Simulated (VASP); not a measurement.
# Cs (P6_3/mmc) in VASP: a series of runs

One crystal, Cs, is run at these levels: PBEsol; tasks: single point.

All numbers are computed with VASP 6.6.1; they aren't measurements. Logs are shortened: lines on timing, memory, paths and dates and some standing lists are left out, and cuts for length are marked.

**1. The crystal as given**

It takes space group P6_3/mmc (No. 194, hexagonal). Conventional cell: a = 5.385 Å, b = 5.385 Å, c = 8.794 Å, α = 90.00°, β = 90.00°, γ = 120.00°.

This isn't the form of Cs at room conditions, which is bcc.

**2. Single point, PBEsol**

INCAR reads:

```
SYSTEM = Cs
PREC = Accurate ; ENCUT = 520
EDIFF = 1E-6 ; ISMEAR = -1
SIGMA = 0.1 ; LREAL = .FALSE.
LASPH = .TRUE. ; NELM = 80
ALGO = Fast ; ISIF = 2
LWAVE = .FALSE. ; LCHARG = .FALSE.
GGA = PS ; NBANDS = 16
```

KPOINTS reads:

```
Automatic mesh
0
G
  11 11 6
  0 0 0
```

POSCAR reads:

```
Cs
1.0
    5.3854752340      0.0000000000      0.0000000000
   -2.6927376170      4.6639583641      0.0000000000
    0.0000000000      0.0000000000      8.7944810571
Cs
2
Direct
    0.3333333333      0.6666666667      0.2500000000
    0.6666666667      0.3333333333      0.7500000000
```

Potentials or basis: VASP PAW PBE potentials, release 64 (Cs_sv).

Command:

```console
$ cat potpaw_PBE.64/Cs_sv/POTCAR > POTCAR
$ mpirun -np 1 vasp_std > vasp.out
```

OUTCAR:

```text
SYSTEM = Cs
   PREC = Accurate
   ENCUT = 520
   EDIFF = 1E-6
   ISMEAR = -1
   LREAL = .FALSE.
   LASPH = .TRUE.
   NELM = 80
   ISIF = 2
   GGA = PS

 ion  position               nearest neighbor table
   1  0.333  0.667  0.250-
   2  0.667  0.333  0.750-

  LATTYP: Found a hexagonal cell.
 ALAT       =     5.3854752340
 C/A-ratio  =     1.6330000000

  Lattice vectors:

 A1 = (   5.3854752340,   0.0000000000,   0.0000000000)
 A2 = (  -2.6927376170,   4.6639583641,   0.0000000000)
 A3 = (   0.0000000000,   0.0000000000,   8.7944810571)

Analysis of symmetry for initial positions (statically):
=====================================================================
 Subroutine PRICEL returns:
 Original cell was already a primitive cell.

 Routine SETGRP: Setting up the symmetry group for a
 hexagonal supercell.

 Subroutine GETGRP returns: Found 24 space group operations
 (whereof 12 operations were pure point group operations)
 out of a pool of 24 trial point group operations.

The static configuration has the point symmetry D_3d.
 The point group associated with its full space group is D_6h.

Analysis of symmetry for dynamics (positions and initial velocities):
=====================================================================
 Subroutine PRICEL returns:
 Original cell was already a primitive cell.

 Routine SETGRP: Setting up the symmetry group for a
 hexagonal supercell.

 Subroutine GETGRP returns: Found 24 space group operations
 (whereof 12 operations were pure point group operations)
 out of a pool of 24 trial point group operations.

The dynamic configuration has the point symmetry D_3d.
 The point group associated with its full space group is D_6h.

 Subroutine INISYM returns: Found 24 space group operations
 (whereof 12 operations are pure point group operations),
 and found     1 'primitive' translations

----------------------------------------------------------------------------------------

                                     Primitive cell

  volume of cell :     220.8965

  direct lattice vectors                    reciprocal lattice vectors
     5.385475234  0.000000000  0.000000000     0.185684634  0.107205074  0.000000000
    -2.692737617  4.663958364  0.000000000     0.000000000  0.214410147  0.000000000
     0.000000000  0.000000000  8.794481057     0.000000000  0.000000000  0.113707676

  length of vectors
     5.385475234  5.385475234  8.794481057     0.214410147  0.214410147  0.113707676

  position of ions in fractional coordinates (direct lattice)
     0.333333333  0.666666667  0.250000000
     0.666666667  0.333333333  0.750000000

  ion indices of the primitive-cell ions
   primitive index   ion index
                 1           1
                 2           2

----------------------------------------------------------------------------------------

 KPOINTS: Automatic mesh

Automatic generation of k-mesh.
 Grid dimensions read from file:
 generate k-points for:   11   11    6

 Generating k-lattice:

  Cartesian coordinates                     Fractional coordinates (reciprocal lattice)
     0.016880421  0.009745916  0.000000000     0.090909091  0.000000000  0.000000000
     0.000000000  0.019491832  0.000000000     0.000000000  0.090909091  0.000000000
     0.000000000  0.000000000  0.018951279     0.000000000  0.000000000  0.166666667

  Length of vectors
     0.019491832  0.019491832  0.018951279

  Shift w.r.t. Gamma in fractional coordinates (k-lattice)
     0.000000000  0.000000000  0.000000000

 Subroutine IBZKPT returns following result:
 ===========================================

 Found     64 irreducible k-points:

 Following reciprocal coordinates:
            Coordinates               Weight
  0.000000  0.000000  0.000000      1.000000
  0.090909  0.000000  0.000000      6.000000
  0.181818  0.000000  0.000000      6.000000
  0.272727  0.000000  0.000000      6.000000
  0.363636  0.000000  0.000000      6.000000
  0.454545  0.000000  0.000000      6.000000
[... 16 lines left out ...]
  0.090909  0.090909  0.166667     12.000000
  0.181818  0.090909  0.166667     24.000000
 [... further k-points ...]
   k-points           NKPTS =     64   k-points in BZ     NKDIM =     64   number of bands    NBANDS=     16
   number of dos      NEDOS =    301   number of ions     NIONS =      2
   total plane-waves  NPLWV = 112000
   dimension x,y,z NGX =    40 NGY =   40 NGZ =   70
   dimension x,y,z NGXF=    80 NGYF=   80 NGZF=  140
   ions per type =               2
   NGX,Y,Z   is equivalent  to a cutoff of  12.35, 12.35, 13.23 a.u.
   NGXF,Y,Z  is equivalent  to a cutoff of  24.70, 24.70, 26.46 a.u.
 SYSTEM =  Cs
   PREC   = accura    normal or accurate (medium, high low for compatibility)
   ISTART =      0    job   : 0-new  1-cont  2-samecut
   ICHARG =      2    charge: 1-file 2-atom 10-const
   ISPIN  =      1    spin polarized calculation?
   LNONCOLLINEAR =      F non collinear calculations
   LSORBIT =      F    spin-orbit coupling
   LASPH  =      T    aspherical Exc in radial PAW
   ENCUT  =  520.0 eV  38.22 Ry    6.18 a.u.  10.01 10.01 16.35*2*pi/ulx,y,z
   NELM   =     80;   NELMIN=  2; NELMDL= -5     # of ELM steps
   EDIFF  = 0.1E-05   stopping-criterion for ELM
   LREAL  =      F    real-space projection
   EDIFFG = 0.1E-04   stopping-criterion for IOM
   NSW    =      0    number of steps for IOM
   IBRION =     -1    ionic relax: 0-MD 1-quasi-New 2-CG
   NFREE  =      0    steps in history (QN), initial steepest desc. (CG)
   ISIF   =      2    stress and relaxation
   ISYM   =      2    0-nonsym 1-usesym 2-fastsym
   POTIM  = 0.5000    time-step for ionic-motion
   TEBEG  =    0.0;   TEEND  =   0.0 temperature during run
   PSTRESS=    0.0 pullay stress
   NELECT =      18.0000    total number of electrons
   NUPDOWN=      -1.0000    fix difference up-down
   EMIN   =  10.00;   EMAX   =-10.00  energy-range for DOS
   EFERMI =   0.00;   METHOD = LEGACY
   ISMEAR =    -1;   SIGMA  =   0.10  broadening in eV -4-tet -1-fermi 0-gaus
   EFERMI_NEDOS =   21; number of points for ismear=-14 and -15
   IALGO  =     68    algorithm
   IMIX   =      4    mixing-type and parameters
     AMIX     =   0.40;   BMIX     =  1.00
     AMIX_MAG =   1.60;   BMIX_MAG =  1.00
  volume/ion in A,a.u.               =     110.45       745.34
  Fermi-wavevector in a.u.,A,eV,Ry     =   0.709746  1.341225  6.853782  0.503739
  Thomas-Fermi vector in A             =   1.796409
   LORBIT       =      0    0 simple, 1 ext, 2 COOP (PROOUT), +10 PAW based schemes
   GGA     = PS    functional components
   LHFCALC =     F    Hartree Fock is set to
   AEXX    =    0.0000 exact exchange contribution
   IVDW    =     0    specifies the selected vdW correction
   LEPSILON=     F    determine dielectric tensor
   LRPA    =     F    only Hartree local field effects (RPA)
 non-spin polarized calculation
 RMM-DIIS sequential band-by-band and
  energy-cutoff  :      520.00
  volume of cell :      220.90
 maximum number of plane-waves:      5973
   NGX = 21   NGY = 21   NGZ = 33

 number of electron      18.0000001 magnetization

 Free energy of the ion-electron system (eV)
  ---------------------------------------------------
  ext. energy  EPLUGINS =         0.00000000
  ---------------------------------------------------
  free energy    TOTEN  =        -1.92664943 eV

  energy without entropy =       -1.84652428  energy(sigma->0) =       -1.88658686

 E-fermi :   0.4673     XC(G=0):  -5.5813

 val. band max:        0.4442868501   @ k =   0.4545   0.0000   0.3333
 cond. band min:       0.4954254553   @ k =   0.1818   0.0000   0.1667
 fundamental gap:      0.0511386053
 Fermi energy:         0.4672611443

 k-point     1 :       0.0000    0.0000    0.0000
  band No.  band energies     occupation
      1     -23.3427      2.00000
      2     -23.3353      2.00000
      3     -10.2145      2.00000
      4     -10.0789      2.00000
      5     -10.0789      2.00000
      6     -10.0576      2.00000
[... 8 lines left out ...]
     15       3.2193      0.00000
     16       3.2198      0.00000

 k-point     2 :       0.0909    0.0000    0.0000
  band No.  band energies     occupation
      1     -23.3422      2.00000
      2     -23.3350      2.00000
      3     -10.2103      2.00000
      4     -10.0885      2.00000
      5     -10.0820      2.00000
      6     -10.0676      2.00000
[... 8 lines left out ...]
     15       3.1059      0.00000
     16       3.3020      0.00000

 k-point     3 :       0.1818    0.0000    0.0000
  band No.  band energies     occupation
      1     -23.3407      2.00000
      2     -23.3344      2.00000
      3     -10.1986      2.00000
      4     -10.1143      2.00000
      5     -10.0938      2.00000
      6     -10.0899      2.00000
[... 8 lines left out ...]
     15       3.1839      0.00000
     16       3.2730      0.00000

 k-point     4 :       0.2727    0.0000    0.0000
  band No.  band energies     occupation
      1     -23.3388      2.00000
      2     -23.3336      2.00000
      3     -10.1814      2.00000
      4     -10.1482      2.00000
      5     -10.1269      2.00000
      6     -10.0999      2.00000
[... 8 lines left out ...]
     15       3.0567      0.00000
     16       3.5499      0.00000
[... 324 lines left out ...]
 k-point    22 :       0.4545    0.0000    0.1667
  band No.  band energies     occupation
      1     -23.3353      2.00000
      2     -23.3330      2.00000
      3     -10.2035      2.00000
      4     -10.1805      2.00000
      5     -10.1360      2.00000
      6     -10.1116      2.00000
[... 8 lines left out ...]
     15       2.8792      0.00000
     16       4.0102      0.00000

 k-point    23 :       0.0909    0.0909    0.1667
  band No.  band energies     occupation
      1     -23.3407      2.00000
      2     -23.3350      2.00000
      3     -10.1945      2.00000
      4     -10.1018      2.00000
      5     -10.0957      2.00000
      6     -10.0835      2.00000
[... 8 lines left out ...]
     15       3.0452      0.00000
     16       3.2835      0.00000

 k-point    24 :       0.1818    0.0909    0.1667
  band No.  band energies     occupation
      1     -23.3391      2.00000
      2     -23.3343      2.00000
      3     -10.1841      2.00000
      4     -10.1281      2.00000
      5     -10.1217      2.00000
      6     -10.0944      2.00000
[... 8 lines left out ...]
     15       3.0293      0.00000
     16       3.3928      0.00000

 [... further k-points ...]

------------------------ aborting loop because EDIFF is reached ----------------------------------------

  FORCE on cell =-STRESS in cart. coord.  units (eV):
  Direction    XX          YY          ZZ          XY          YZ          ZX
  --------------------------------------------------------------------------------------
  -------------------------------------------------------------------------------------
  Total       -0.0476094     -0.0476094     -0.0496291      0.0000000      0.0000000      0.0000000
  in kB       -0.3453140     -0.3453140     -0.3599629      0.0000000      0.0000000      0.0000000
  external PRESSURE =      -0.3501969 kB  Pullay stress =       0.0000000 kB

 VOLUME and BASIS-vectors are now :
 -----------------------------------------------------------------------------
  energy-cutoff  :      520.00
  volume of cell :      220.90
      direct lattice vectors                 reciprocal lattice vectors
     5.385475234  0.000000000  0.000000000     0.185684634  0.107205074  0.000000000
    -2.692737617  4.663958364  0.000000000     0.000000000  0.214410147  0.000000000
     0.000000000  0.000000000  8.794481057     0.000000000  0.000000000  0.113707676

 POSITION                                       TOTAL-FORCE (eV/Angst)
 -----------------------------------------------------------------------------------
     -0.00000      3.10931      2.19862         0.000000     -0.000000      0.000000
      2.69274      1.55465      6.59586        -0.000000      0.000000      0.000000
 -----------------------------------------------------------------------------------
    total drift:                                0.000000     -0.000000      0.000000

  FREE ENERGIE OF THE ION-ELECTRON SYSTEM (eV)
  ---------------------------------------------------
  free  energy   TOTEN  =        -1.9266494322 eV

  energy  without entropy=       -1.8465242850  energy(sigma->0) =       -1.88658686
```

Wall time 81 s (1 thread of Intel Xeon 6975P-C (Granite Rapids), shared host); peak memory 0.42 GiB.

Results:

- Free energy: -1.9266 eV
- Pressure: 0.0 GPa
- Band gap on the k mesh: none (metal or under the smearing width)

Levels at points of the mesh, in eV from the Fermi level:
```tsv
k point	band 7	band 8	band 9	band 10	band 11	band 12
(0.00, 0.00, 0.00)	-10.52	-10.52	-1.72	-0.05	0.81	2.42
(0.00, 0.00, 0.50)	-10.54	-10.54	-1.08	-1.08	1.66	1.66
```

Caveat: the PAW data sets were made with another functional, which shifts forces and pressure a little. The run has no spin-orbit coupling, so splittings on Cs are missing.

(Continued in part 2 of 2.)
